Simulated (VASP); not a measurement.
# Si (Fd-3m) in VASP: a series of runs, part 2 of 2

VASP 6.6.1. The steps go on from the part before.

## Step 3: G0W0 quasiparticle levels, PBE

The input, POSCAR:

```
Si
1.0
    0.0000000000      2.7218511865      2.7218511865
    2.7218511865      0.0000000000      2.7218511865
    2.7218511865      2.7218511865      0.0000000000
Si
2
Direct
    0.5000000000      0.5000000000      0.5000000000
    0.7500000000      0.7500000000      0.7500000000
```

The input, INCAR.step1:

```
SYSTEM = Si
ALGO = Normal
EDIFF = 1E-8
ENCUT = 450
GGA = PE
ISMEAR = 0
LASPH = .True.
LCHARG = .False.
LREAL = .False.
LWAVE = .True.
NELM = 60
PREC = Accurate
SIGMA = 0.01
```

The input, INCAR.step2:

```
SYSTEM = Si
ALGO = Exact
EDIFF = 1E-8
ENCUT = 450
GGA = PE
ISMEAR = 0
ISTART = 1
LASPH = .True.
LCHARG = .False.
LOPTICS = .True.
LREAL = .False.
LWAVE = .True.
NBANDS = 165
NELM = 1
PREC = Accurate
SIGMA = 0.01
```

The input, INCAR.step3:

```
SYSTEM = Si
ALGO = EVGW0
EDIFF = 1E-8
ENCUT = 450
ENCUTGW = 200
GGA = PE
ISMEAR = 0
ISTART = 1
LASPH = .True.
LCHARG = .False.
LREAL = .False.
LWAVE = .False.
NBANDS = 165
NBANDSGW = 12
NELMGW = 1
NOMEGA = 48
PREC = Accurate
PRECFOCK = Fast
SIGMA = 0.01
```

The input, KPOINTS:

```
k-points
0
Gamma
  5 5 5
  0 0 0
```

Potentials or basis: VASP PAW PBE potentials, release 64 (Si_GW).

The run is started by

```sh
$ cat potpaw_PBE.64/Si_GW/POTCAR > POTCAR
$ cp INCAR.step1 INCAR
$ mpirun -np 1 vasp_std > vasp.out
$ cp INCAR.step2 INCAR
$ mpirun -np 1 vasp_std > vasp.out
$ cp INCAR.step3 INCAR
$ mpirun -np 1 vasp_std > vasp.out
```

OUTCAR:

```text
SYSTEM = Si
   EDIFF = 1E-8
   ENCUT = 450
   ENCUTGW = 200
   GGA = PE
   ISMEAR = 0
   ISTART = 1
   LASPH = .True.
   LREAL = .False.
   NELMGW = 1
   PREC = Accurate
   PRECFOCK = Fast

 Found     10 irreducible k-points:

 Following reciprocal coordinates:
            Coordinates               Weight
  0.000000  0.000000  0.000000      1.000000
  0.200000  0.000000  0.000000      8.000000
  0.400000  0.000000  0.000000      8.000000
  0.200000  0.200000  0.000000      6.000000
  0.400000  0.200000  0.000000     24.000000
 -0.400000  0.200000  0.000000     24.000000
   k-points           NKPTS =     10   k-points in BZ     NKDIM =    125   number of bands    NBANDS=    165
   number of dos      NEDOS =    301   number of ions     NIONS =      2
   total plane-waves  NPLWV =  21952
   dimension x,y,z NGX =    28 NGY =   28 NGZ =   28
   dimension x,y,z NGXF=    56 NGYF=   56 NGZF=   56
   ions per type =               2
   NGX,Y,Z   is equivalent  to a cutoff of  12.09, 12.09, 12.09 a.u.
   NGXF,Y,Z  is equivalent  to a cutoff of  24.19, 24.19, 24.19 a.u.
 SYSTEM =  Si
   PREC   = accura    normal or accurate (medium, high low for compatibility)
   ISTART =      1    job   : 0-new  1-cont  2-samecut
   ICHARG =      0    charge: 1-file 2-atom 10-const
   ISPIN  =      1    spin polarized calculation?
   LNONCOLLINEAR =      F non collinear calculations
   LSORBIT =      F    spin-orbit coupling
   LASPH  =      T    aspherical Exc in radial PAW
   ENCUT  =  450.0 eV  33.07 Ry    5.75 a.u.   6.66  6.66  6.66*2*pi/ulx,y,z
   NELM   =     60;   NELMIN=  2; NELMDL=  0     # of ELM steps
   EDIFF  = 0.1E-07   stopping-criterion for ELM
   LREAL  =      F    real-space projection
   EDIFFG = 0.1E-06   stopping-criterion for IOM
   NSW    =      0    number of steps for IOM
   IBRION =     -1    ionic relax: 0-MD 1-quasi-New 2-CG
   NFREE  =      0    steps in history (QN), initial steepest desc. (CG)
   ISIF   =      0    stress and relaxation
[... 16 lines left out ...]
  Thomas-Fermi vector in A             =   2.083543
   LORBIT       =      0    0 simple, 1 ext, 2 COOP (PROOUT), +10 PAW based schemes
   GGA     = PE    functional components
   LHFCALC =     T    Hartree Fock is set to
   PRECFOCK=fast      Normal, Fast or Accurate (Low or Medium for compatibility)
   ENCUT4O =  -1.0   cutoff for four orbital integrals eV
   NKREDX  =     1    reduce k-point grid by
   NKREDY  =     1    reduce k-point grid by
   NKREDZ  =     1    reduce k-point grid by
   AEXX    =    1.0000 exact exchange contribution
   HFSCREEN=    0.0000 screening length (either q_TF or 0.3 A-1)
   HFSCREENC=   0.0000 screening length for correlation (either q_TF or 0.3 A-1)
   ENCUTFOCK=  -1.0 apply spherical cutoff to Coloumb kernel
   IVDW    =     0    specifies the selected vdW correction
   LEPSILON=     F    determine dielectric tensor
   LRPA    =     F    only Hartree local field effects (RPA)
   LRPAFORCE           =     F    calculate RPA forces
   ENCUTGW             = 200.0    cutoff for response function in eV
   ENCUTGWSOFT         = 160.0    soft cutoff for Coulomb kernel in GW response function in eV
   ENCUTLF             =  -1.0    cutoff for local field effects
   NELMGW              =     1    number of iterations in solving QP/BSE equation
   NELMHF              =     1    number of iterations in the inner HF iteration
   NKREDLFX            =     1    NKREDLFY  =   1   NKREDLFZ  =   1
 non-spin polarized calculation
 Gauss-broadening in eV      SIGMA  =   0.01
  energy-cutoff  :      450.00
  volume of cell :       40.33
 maximum number of plane-waves:       893
  NGX = 16; NGY = 16; NGZ = 16
   NGX = 13   NGY = 13   NGZ = 13
 maximum number of plane-waves:       274

 QP shifts <psi_nk| G(iteration)W_0 |psi_nk>: iteration 1
 for sc-GW calculations column KS-energies equals QP-energies in previous step
 and V_xc(KS)=  KS-energies - (<T + V_ion + V_H > + <T+V_H+V_ion>^1  + <V_x>^1)

 k-point   1 :       0.0000    0.0000    0.0000
  band No.  KS-energies  QP-energies   sigma(KS)   V_xc(KS)     V^pw_x(r,r')   Z            occupation Imag(sigma)

      1      -6.5051      -7.0161     -11.2280     -10.4429     -17.4813       0.6509       2.0000       1.0178
      2       5.4113       4.8416     -12.1498     -11.3933     -12.8123       0.7530       2.0000      -0.0304
      3       5.4113       4.8416     -12.1498     -11.3933     -12.8123       0.7530       2.0000      -0.0304
      4       5.4113       4.8416     -12.1498     -11.3933     -12.8123       0.7530       2.0000      -0.0304
      5       7.9631       8.0586      -9.9627     -10.0898      -5.6616       0.7516       0.0000      -0.1311
      6       7.9631       8.0586      -9.9627     -10.0898      -5.6616       0.7516       0.0000      -0.1311
      7       7.9631       8.0586      -9.9627     -10.0898      -5.6616       0.7516       0.0000      -0.1311
      8       8.6901       8.8928     -10.7799     -11.0526      -6.0089       0.7436       0.0000      -0.1397
      9      13.1235      13.2704      -9.7913      -9.9891      -4.2012       0.7428       0.0000      -0.2568
     10      13.1235      13.2704      -9.7913      -9.9891      -4.2012       0.7428       0.0000      -0.2568
     11      13.3382      13.0869      -8.0712      -7.7438      -2.6426       0.7676       0.0000      -0.3150
     12      16.6284      16.5232      -8.4722      -8.3312      -2.2597       0.7460       0.0000      -0.6372
[... 68 lines left out ...]
      1      -3.8035      -4.3569     -11.6524     -10.8485     -16.6882       0.6884       2.0000       0.6373
      2      -1.2682      -1.8417     -11.3350     -10.5116     -15.0717       0.6965       2.0000       0.2773
      3       1.9948       1.3883     -11.1904     -10.3540     -13.0685       0.7251       2.0000       0.0159
      4       3.7055       3.0960     -11.7426     -10.9212     -13.0266       0.7420       2.0000      -0.0225
      5       7.4618       7.4871      -9.4204      -9.4536      -5.1859       0.7619       0.0000      -0.1263
      6       9.9934      10.0334     -10.1292     -10.1831      -5.2565       0.7430       0.0000      -0.1600
      7      10.1986      10.2935      -9.8247      -9.9534      -4.7440       0.7375       0.0000      -0.1798
      8      12.9501      12.9868      -9.9079      -9.9584      -4.0201       0.7273       0.0000      -0.3257
      9      13.7503      13.7672      -9.9596      -9.9828      -3.8148       0.7268       0.0000      -0.3873
     10      13.8303      13.8802      -9.8638      -9.9319      -3.9137       0.7319       0.0000      -0.3790
     11      16.9818      16.8438      -8.6445      -8.4601      -2.5322       0.7481       0.0000      -0.5380
     12      19.4083      19.4751     -10.3148     -10.4072      -3.1506       0.7230       0.0000      -0.9133

 [... further k-points ...]
```

OUTCAR.step1:

```text
SYSTEM = Si
   EDIFF = 1E-8
   ENCUT = 450
   GGA = PE
   ISMEAR = 0
   LASPH = .True.
   LREAL = .False.
[... 176 lines left out ...]
      2.72185      2.72185      2.72185        -0.000000     -0.000000      0.000000
      4.08278      4.08278      4.08278         0.000000      0.000000     -0.000000
 -----------------------------------------------------------------------------------
    total drift:                                0.000000      0.000000     -0.000000

  FREE ENERGIE OF THE ION-ELECTRON SYSTEM (eV)
  ---------------------------------------------------
  free  energy   TOTEN  =       -10.7783905680 eV

  energy  without entropy=      -10.7783905680  energy(sigma->0) =      -10.77839057
```

OUTCAR.step2:

```text
SYSTEM = Si
   EDIFF = 1E-8
   ENCUT = 450
   GGA = PE
[... 561 lines left out ...]
  --------------------------------------------------------------------------------------------------------------
     0.00000    19.63040    19.63040    19.63040    -0.00000    -0.00000     0.00000
     1.77730    27.81479    27.81479    27.81479    -0.00000    -0.00000     0.00000
     3.55460    37.70843    37.70843    37.70843    -0.00000    -0.00000     0.00000
     5.33190    -9.80933    -9.80933    -9.80933     0.00000     0.00000    -0.00000
     7.10920    -3.46387    -3.46387    -3.46387     0.00000     0.00000     0.00000
     8.88650    -3.68453    -3.68453    -3.68453     0.00000     0.00000    -0.00000
[... 92 lines left out ...]
   174.17548     0.98959     0.98959     0.98959     0.00000     0.00000    -0.00000
   175.95279     0.98981     0.98981     0.98981     0.00000     0.00000    -0.00000
```

It took 3.4 min on 1 thread of Intel Xeon Platinum 8559C (Emerald Rapids), shared host; peak memory 0.58 GiB.

The run converged, but some of its settings lie outside the range that counts as converged, so its numbers aren't taken as properties of the crystal.

Results:

```yaml
Band_gap_on_the_k_mesh_mean-field_level: 0.59 eV, indirect (least direct gap 2.55 eV)
Quasiparticle_gap: 1.11 eV
Least_direct_quasiparticle_gap: 3.22 eV
```

Caveat: bands, screening cutoff and mesh are small and nothing is extrapolated, so the quasiparticle values aren't converged; an odd mesh through Γ misses points on the zone boundary, where band edges often lie.

## Step 4: The reference run

An earlier run on the cell as given: functional PBE; potentials or basis VASP PAW PBE potentials, release 64 (Si); cutoff 520 eV; k mesh 8 × 8 × 8; occupations fermi-dirac, width 0.05 eV; no spin polarisation.

- Pressure: 1.3 GPa
- Band gap on the k mesh: 0.63 eV, indirect (least direct gap 2.56 eV)
